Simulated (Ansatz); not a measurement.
Crystal: NiO.

```
Ni O
1.0
     0.00000    2.08590    2.08590
     2.08590    0.00000    2.08590
     2.08590    2.08590    0.00000
Ni O
1 1
Direct
  0.00000 0.00000 0.00000
  0.50000 0.50000 0.50000
```

Base run:

| Quantity | Value |
| --- | --- |
| Program | Ansatz 0.2.0 |
| Functional | PBE |
| Potentials or basis | JTH PAW |
| Cutoff | 2400 eV |
| Density cutoff | 9600 eV |
| k mesh | 11 × 11 × 11 |
| Occupations | fermi-dirac, width 0.05 eV |
| Spin | collinear spin, ferromagnetic start |
| Starting moments | [1.0, 0.0] μB |

Its results: band gap on the k mesh none (metal or under the smearing width); pressure 6.3 GPa; net moment 1.73 μB per cell; site moments Ni +1.40; O +0.28 μB.

Question: The run is repeated on the same cell with these changes: potentials or basis from JTH PAW to Ansatz NC; cutoff from 2400 eV to 1400 eV; density cutoff from 9600 eV to 5600 eV. What comes out?

Answer: Band gap on the k mesh none (metal or under the smearing width); pressure 6.7 GPa; net moment 1.85 μB per cell; site moments Ni +1.49; O +0.31 μB.

Caveats: a cell with one magnetic atom can't hold antiferromagnetic order, which such compounds often take; semilocal functionals often make such compounds metallic where correlation or magnetic order opens a gap, which also shifts bond lengths.

Not every run made on this cell is shown here.
